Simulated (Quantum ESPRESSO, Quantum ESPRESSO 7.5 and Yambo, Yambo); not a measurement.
# ZnSe (Stilleite): G0W0 with and without spin-orbit coupling

Aim: spinor G0W0 for ZnSe (Stilleite) beside the scalar-relativistic result.

Main program and level: Quantum ESPRESSO 7.5 and Yambo 5.3.0; PBE and many-body steps on it, plane waves.

**What was measured.**

- Gap 2.695 ± 0.003 eV: excitonic gap from free-exciton PL, not corrected for exciton binding; photoluminescence; 300 K; bulk crystal (Bridgman-grown crystal, polished and etched) (“Alloy Disordering Effects on the Thermal Conductivity and Energy Gap Temperature Dependence of Cd1−xZnxSe Ternary Crystals Grown by the Bridgman Method”, 2023, pmc:10253836).

## Step 1: The structure

It takes space group F-43m (No. 216, cubic). Conventional cell: a = 5.668 Å, b = 5.668 Å, c = 5.668 Å, α = 90.00°, β = 90.00°, γ = 90.00°. Nearest to Zn lie 4 Se at 2.45 Å. Nearest to Se lie 4 Zn at 2.45 Å. Farther neighbours and most contacts between anions are not listed.

Coordinates:

```cif
data_structure
_symmetry_space_group_name_H-M 'F-43m'
_symmetry_Int_Tables_number 216
_cell_length_a 5.6676
_cell_length_b 5.6676
_cell_length_c 5.6676
_cell_angle_alpha 90.000
_cell_angle_beta 90.000
_cell_angle_gamma 90.000
_cell_volume 182.05
loop_
_atom_site_label
_atom_site_type_symbol
_atom_site_symmetry_multiplicity
_atom_site_Wyckoff_symbol
_atom_site_fract_x
_atom_site_fract_y
_atom_site_fract_z
_atom_site_occupancy
Zn1 Zn 4 a 0.00000 0.00000 0.00000 1
Se1 Se 4 d 0.25000 0.25000 0.75000 1
```

The cell and positions come from the Crystallography Open Database and are kept as given unless a step says otherwise.

## Step 2: Empty states on the mesh, 4×4×4 mesh, 188 bands

This step: Quantum ESPRESSO 7.5; DFT, PBE, plane waves, norm-conserving pseudopotentials.

The sums over transitions need many empty states on a uniform mesh; this step solves for them.

The input, pw.in:

```
&control
  calculation = 'nscf'
  prefix = 'x'
  outdir = 'o'
  pseudo_dir = 'pseudo'
/
&system
  ibrav = 0
  nat = 2
  ntyp = 2
  ecutwfc = 104.0
  nbnd = 188
  force_symmorphic = .true.
/
&electrons
  conv_thr = 1e-9
  electron_maxstep = 80
  diago_full_acc = .true.
  diago_thr_init = 5e-6
/
ATOMIC_SPECIES
  Zn 65.38 Zn.upf
  Se 78.971 Se.upf
CELL_PARAMETERS angstrom
  -0.0000000000 2.8338000000 2.8338000000
  2.8338000000 0.0000000000 2.8338000000
  2.8338000000 2.8338000000 -0.0000000000
ATOMIC_POSITIONS crystal
  Zn 0.0000000000 0.0000000000 0.0000000000
  Se 0.2500000000 0.2500000000 0.2500000000
K_POINTS automatic
  4 4 4 0 0 0
```

Started as:

```bash
$ OMP_NUM_THREADS=1 mpirun -n 4 pw.x -nk 4 -in pw.in > pw.out
```

The program printed:

```text
Program PWSCF v.7.5 starts

     This program is part of the open-source Quantum ESPRESSO suite
     for quantum simulation of materials; please cite
         "P. Giannozzi et al., J. Phys.:Condens. Matter 21 395502 (2009);
         "P. Giannozzi et al., J. Phys.:Condens. Matter 29 465901 (2017);
         "P. Giannozzi et al., J. Chem. Phys. 152 154105 (2020);
     in publications or presentations arising from this work. More details at

     Atomic positions and unit cell read from directory:
     o/x.save/

     Message from routine setup:
[...]
66.8190  66.8190  66.8650  68.6406  68.6406  68.7404  68.8674  68.8674
     [... 12 further rows ...]
   131.8041 131.8840 131.8840 132.8283 134.7933 134.7933 135.1357 135.1357
   136.3266 138.3823 140.1730 140.3448

          k = 0.3536 0.0000 0.0000 (  5457 PWs)   bands (ev):

     [... further k-points ...]

     highest occupied, lowest unoccupied level (ev):     8.7791   10.0703

     XML data file, pseudopotentials, collected wavefunctions

=------------------------------------------------------------------------------=
   JOB DONE.
=------------------------------------------------------------------------------=
```

Run time: 9.6 s. Hardware: 4 MPI ranks of Intel Xeon 6975P-C (Granite Rapids), shared host; peak memory 0.6 GiB; 37 s of CPU time.

Numbers from this step:

| Item | Value |
| --- | --- |
| gap | 1.291 eV |
| k of the valence top | 0, 0, 0 |
| k of the conduction bottom | 0, 0, 0 |
| least direct gap | 1.291 eV |
| k points computed | 8 |
| lowest point of the top converged band, above the valence top | 128.6643 eV |

On this mesh the gap is 1.291 eV.

The density comes from a self-consistent run that is not shown.

## Step 3: Conversion and set-up

This step: Yambo 5.3.0; conversion and set-up on PBE, plane waves, norm-conserving pseudopotentials.

The states are converted to the many-body program's format and the q mesh is built.

Started as:

```bash
$ (cd o/x.save; p2y > p2y.log; mv SAVE ../..); yambo > setup.log
```

The program printed:

```text
 Yambo, version 5.3.0

 [02] CORE Variables Setup
 =========================

  [02.01] Unit cells
  ==================

  Cell kind             :  FCC
  Atoms in the cell     :  Zn  Se
  number of Zn atoms    :  1
  number of Se atoms    :  1

  List of atomic masses
  Mass of Zn    :  65.38000
  Mass of Se    :  78.97100

  List of atomic coordinates    : [cc]
  Zn1       :  0.000000  0.000000  0.000000  order 1
  Se1       :  2.677553  2.677553  2.677553  order 2

  Alat factors          :  5.355106  5.355106  5.355106 [a.u.]
  Direct lattice volume :  307.1384 [a.u.]
[...]
==========================================

 IBZ Q-points                                      :   8
 BZ  Q-points                                      :   64

 K/Q-points units:
 rlu = crystal or reduced units; cc = cartesian coordinates; iku = interal k-units

 Q [1]          [rlu]:  0.000000  0.000000  0.000000
 Q [2]          [rlu]:  0.33641E-17  0.33641E-17  0.25000
 Q [3]          [rlu]: -0.67283E-17 -0.67283E-17 -0.50000
[...]
Q [7]          [rlu]: -0.12061E-16 -0.50000     -0.50000
 Q [8]          [rlu]:  0.250000 -0.500000 -0.250000

  [03.01] X indexes
  =================

   [03.01.01] Sigma indexes
   ========================

 [06] Game Over & Game summary
```

Run time: 2.9 s. Hardware: 1 MPI rank; peak memory 0.26 GiB.

## Step 4: Scalar-relativistic

G0W0 replaces the xc potential by the self-energy, built once from these orbitals. Only a window of levels is corrected, while the sums run over the empty bands that the input names.

This step: G0W0 on PBE, plane waves, norm-conserving pseudopotentials.

The input, gw1.in:

```
HF_and_locXC
gw0
dyson
ppa
em1d
rim_cut
RandQpts= 1000000
RandGvec= 1 RL
EXXRLvcs= 104 Ry
VXCRLvcs= 416 Ry
Chimod= "HARTREE"
% BndsRnXp
 1 | 188 |
%
NGsBlkXp= 17 Ry
% LongDrXp
 1 | 1 | 1 |
%
% GbndRnge
 1 | 188 |
%
DysSolver= "n"
ExtendOut
PPAPntXp= 27.21138 eV
% QPkrange
 1 | 1 | 21 | 24 |
%
```

Started as:

```bash
$ OMP_NUM_THREADS=1 mpirun -n 4 yambo -F gw1.in -J gw1 -C gw1 > gw1.log
```

The program printed:

```text
 Yambo, version 5.3.0

 [02] CORE Variables Setup
 =========================

  [... cell, symmetries and grids as in the set-up ...]

  [02.05] Energies & Occupations
  ==============================

  [X] === General ===
  [X] Electronic Temperature                        :  0.000000  0.000000 [eV K]
  [X] Bosonic    Temperature                        :  0.000000  0.000000 [eV K]
  [X] Finite Temperature mode                       : no
  [X] El. density                                   :  0.96675E+24 [cm-3]
  [X] Fermi Level                                   :  8.779089 [eV]

  [X] === Gaps and Widths ===
  [X] Conduction Band Min                           :  1.291205 [eV]
  [X] Valence Band Max                              :  0.000000 [eV]
  [X] Filled Bands                                  :  22
  [X] Empty Bands                                   :   23  188
  [X] Direct Gap                                    :  1.291205 [eV]
  [X] Direct Gap localized at k                     :  1
  [X] Indirect Gap                                  :  1.291205 [eV]
  [X] Indirect Gap between kpts                     :  1  1
  [X] Last valence band width                       :  2.657666 [eV]
  [X] 1st conduction band width                     :  4.197883 [eV]

 [03] Transferred momenta grid and indexing
 ==========================================

 IBZ Q-points                                      :   8
 BZ  Q-points                                      :   64

 K/Q-points units:
 rlu = crystal or reduced units; cc = cartesian coordinates; iku = interal k-units

 Q [1]          [rlu]:  0.000000  0.000000  0.000000
 Q [2]          [rlu]:  0.33641E-17  0.33641E-17  0.25000
 Q [3]          [rlu]: -0.67283E-17 -0.67283E-17 -0.50000
 Q [4]          [rlu]:  0.60307E-17  0.25000      0.25000
 Q [5]          [rlu]:  0.33641E-17  0.25000      0.50000
 Q [6]          [rlu]: -0.67283E-17  0.25000     -0.25000
 Q [7]          [rlu]: -0.12061E-16 -0.50000     -0.50000
 Q [8]          [rlu]:  0.250000 -0.500000 -0.250000

 [04] Coloumb potential Random Integration (RIM)
 ===============================================

  [04.01] RIM initialization
  ==========================

  * Diagonal components only detected *

  8 x (sBL volume)        :  0.100952 [a.u.]
  sBZ random points       :  1000000
  Points outside the sBZ  :   7999624
  RL volume               :  0.807617 [a.u.]
  Integrated volume       :  0.807655 [a.u.]

  [04.02] RIM integrals
  =====================

  Gamma point sphere radius             :  0.084461 [a.u.]
  Points outside the sphere             :   799635
  [Int_sBZ(q=0) 1/q^2]*(Vol_sBZ)^(-1/3) =:  7.763403
                                 should be <:  7.795600

  Summary of Coulomb integrals for non-metallic bands |Q|[au] RIM/Bare

  Q [1] 0.100000E-4 0.995870 * Q [2] 0.254029 1.065611
  Q [4] 0.293327 1.063726 * Q [6] 0.414827 1.025826
  Q [5] 0.486428 1.019349 * Q [3] 0.508057 1.016307
  Q [7] 0.586654 1.012926 * Q [8] 0.655899 1.009939

 [05] Dipoles
 ============

  [05.01] Setup: observables and procedures
  =========================================

 [06] Dynamic Dielectric Matrix (PPA)
 ====================================

 [WR./gw1//ndb.pp]---------------------------------------------------------------
  Brillouin Zone Q/K grids (IBZ/BZ)                :    8   64    8   64
  RL vectors                                       :   6615 [WF]
  Coulomb cutoff potential                         : none
  Electronic Temperature                           :  0.000000 [K]
  Bosonic    Temperature                           :  0.000000 [K]
  PPA    diel. fun.  energies                      : Perdew, Burke & Ernzerhof(X)+Perdew, Burke & Ernzerhof(C)
  wavefunctions                                    : Perdew, Burke & Ernzerhof(X)+Perdew, Burke & Ernzerhof(C)
  Global Gauge                                     : length
  X matrix size                                    :   387
  X band range                                     :    1  188
  X e/h energy range                               : -1.000000 -1.000000 [eV]
  X Time ordering                                  : R
  X Hxc Kernel                                     : HARTREE
  X Drude frequency                                :  0.000000  0.000000
  X poles                                          :  100.0000 [o/o]
  RL vectors in the sum                            :   6615
  [r,Vnl] included                                 : yes
  Field direction                                  :  0.577350E-5  0.577350E-5  0.577350E-5
  BZ energy Double Grid                            : no
  BZ energy DbGd points                            : 0
  BZ Q point size factor                           : -1.000000
  X Optical Averaged directions                    : none

 [07] Local Exchange-Correlation + Non-Local Fock
 ================================================

 [VXC] Plane waves :   44039
 [EXS] Plane waves :   5601

 QP @ state[ 1 ] K range:  1  1
 QP @ state[ 1 ] b range:  21  24

 [xc] Functional : Perdew, Burke & Ernzerhof(X)+Perdew, Burke & Ernzerhof(C)
 [xc] LIBXC used to calculate xc functional
  PP Number of Atomic Species                      :  2
  NLCC RL compoments                               :   44039
  PP Number of Atomic Species                      :  2
  NLCC RL compoments                               :   44039

 [xc] E_xc :  -44.07142 [Ha]
      E_xc :  -88.14284 [Ry]

  Local XC kind (lXC) : Perdew, Burke & Ernzerhof(X)+Perdew, Burke & Ernzerhof(C)
  Non-Local XC kind (nlXC) : Hartree-Fock

  Corrections @ K [1] :  [eV]
 <21|nlXC|21> = -19.75015 -0.94184E-17 <21|lXC|21> = -17.09314  0.000000
 <22|nlXC|22> = -19.75018  0.86400E-17 <22|lXC|22> = -17.09314  0.000000
 <23|nlXC|23> = -8.897478 -0.41576E-17 <23|lXC|23> = -12.79076  0.000000
 <24|nlXC|24> = -6.292658 -0.92174E-18 <24|lXC|24> = -11.02908  0.94408E-16

 [08] Dyson equation: Newton solver
 ==================================

  [08.01] G0W0 (W PPA)
  ====================

  [  GW  ] Bands range     :    1  188
  [GW/PPA] G damping       :  0.100000 [eV]

  QP @ state[ 1 ] K range:  1  1
  QP @ state[ 1 ] b range:  21  24

   Sc/G bands                                       :    1  188
   Sc/G damping                                     :  0.100000 ev
   Sc bands terminator                              : no
   Sx RL components                                 :   5601

   QP @ state[ 1 ] K range                          :  1  1
   QP @ state[ 1 ] b range                          :  21  24
   GF energies kind                                 : Perdew, Burke & Ernzerhof(X)+Perdew, Burke & Ernzerhof(C)
   GF WF`s kind                                     : Perdew, Burke & Ernzerhof(X)+Perdew, Burke & Ernzerhof(C)
   Xs energies kind                                 : Perdew, Burke & Ernzerhof(X)+Perdew, Burke & Ernzerhof(C)
   Xs WF`s kind                                     : Perdew, Burke & Ernzerhof(X)+Perdew, Burke & Ernzerhof(C)

 [11] Game Over & Game summary
```

Wall time 4.2 min (4 MPI ranks); peak memory 2.2 GiB.

This step gave:

```yaml
g0w0_gap_on_the_points_computed: 2.036 eV
starting_gap_on_the_mesh: 1.291 eV
k_of_the_valence_top: 0, 0, 0
k_of_the_conduction_bottom: 0, 0, 0
least_direct_g0w0_gap_on_the_computed_points: 2.036 eV
z_at_the_valence_top: 0.7960
z_at_the_conduction_bottom: 0.8130
```

The gap on the mesh goes from 1.29 eV to 2.04 eV, a correction of +0.74 eV.

## Step 5: Empty states on the mesh, 4×4×4 mesh, 376 bands

This step: Quantum ESPRESSO 7.5; DFT, PBE with spin-orbit coupling, plane waves, norm-conserving pseudopotentials.

pw.in, as its differences from that of step 2:

```diff
@@ -11,4 +11,6 @@
   ecutwfc = 104.0
-  nbnd = 188
+  nbnd = 376
   force_symmorphic = .true.
+  noncolin = .true.
+  lspinorb = .true.
 /
```

Started as:

```bash
$ OMP_NUM_THREADS=1 mpirun -n 4 pw.x -nk 4 -in pw.in > pw.out
```

The program printed:

```text
[banner, memory and clock lines left out]
Program PWSCF v.7.5 starts

     Atomic positions and unit cell read from directory:
     o/x.save/

     Message from routine setup:
     using ibrav=0 with symmetry is DISCOURAGED, use correct ibrav instead

     G-vector sticks info

     bravais-lattice index     =            0
     lattice parameter (alat)  =       7.5733  a.u.
     unit-cell volume          =     307.1384 (a.u.)^3
     number of atoms/cell      =            2
     number of atomic types    =            2
     number of electrons       =        44.00
[...]
[... 35 further rows ...]
[...]
k =-0.3536-0.3536 0.3536 (  5480 PWs)   bands (ev):

  -198.3538-198.3538-141.8272-141.8272-135.9557-135.9557-135.9557-135.9557
  -116.4246-116.4246 -72.6620 -72.6620 -69.5972 -69.5972 -69.5972 -69.5972
[...]
[... 35 further rows ...]
   134.7672 134.7672 134.8238 134.8238 135.1199 135.1199 135.1563 135.1563
   136.3298 136.3298 138.3838 138.3838 140.1735 140.1735 140.3473 140.3473

          k = 0.3536 0.0000 0.0000 (  5457 PWs)   bands (ev):

     [... further k-points ...]

     highest occupied, lowest unoccupied level (ev):     8.9102   10.0771

     XML data file, pseudopotentials, collected wavefunctions
```

The job ended after 55 s (4 MPI ranks; peak memory 1.7 GiB; 3.7 min of CPU time).

This step gave:

```
gap                                                           : 1.167 eV
k of the valence top                                          : 0, 0, 0
k of the conduction bottom                                    : 0, 0, 0
least direct gap                                              : 1.167 eV
k points computed                                             : 8
lowest point of the top converged band, above the valence top : 128.5471 eV
```

On this mesh the gap is 1.167 eV.

The density comes from a self-consistent run that is not shown, made with spin-orbit coupling and fully relativistic files.

## Step 6: Conversion and set-up

This step: Yambo 5.3.0; conversion and set-up on PBE with spin-orbit coupling, plane waves, norm-conserving pseudopotentials.

Started as:

```bash
$ (cd o/x.save; p2y > p2y.log; mv SAVE ../..); yambo > setup.log
```

The program printed:

```text
 Yambo, version 5.3.0

 [02] CORE Variables Setup
 =========================

  [02.01] Unit cells
  ==================

  Cell kind             :  FCC
  Atoms in the cell     :  Zn  Se
  number of Zn atoms    :  1
  number of Se atoms    :  1

  List of atomic masses
  Mass of Zn    :  65.38000
  Mass of Se    :  78.97100

  List of atomic coordinates    : [cc]
  Zn1       :  0.000000  0.000000  0.000000  order 1
  Se1       :  2.677553  2.677553  2.677553  order 2

  Alat factors          :  5.355106  5.355106  5.355106 [a.u.]
  Direct lattice volume :  307.1384 [a.u.]
[...]
==========================================

 IBZ Q-points                                      :   8
 BZ  Q-points                                      :   64

 K/Q-points units:
 rlu = crystal or reduced units; cc = cartesian coordinates; iku = interal k-units

 Q [1]          [rlu]:  0.000000  0.000000  0.000000
 Q [2]          [rlu]:  0.33641E-17  0.33641E-17  0.25000
 Q [3]          [rlu]: -0.67283E-17 -0.67283E-17 -0.50000
[...]
Q [7]          [rlu]: -0.12061E-16 -0.50000     -0.50000
 Q [8]          [rlu]:  0.250000 -0.500000 -0.250000

  [03.01] X indexes
  =================

   [03.01.01] Sigma indexes
   ========================

 [06] Game Over & Game summary
```

Wall time 3.9 s (1 MPI rank); peak memory 0.26 GiB.

[end of part 1 of 2]

[Paths, hosts, dates, memory and timing lines, banners, echoed tables and standing remarks are left out of the program output.]

[Logs are printed without paths, hosts, clocks, repeated set-up lines and the standing remarks that a program may print on its own settings, such as how far it seeks lower states.]

[Runs of the session that timed out or met a known fault of the program may be left out.]

[Hosts, paths, dates, database ids (printed as entryN), source tags and the programs' standing remarks are cut or masked in the printed files.]
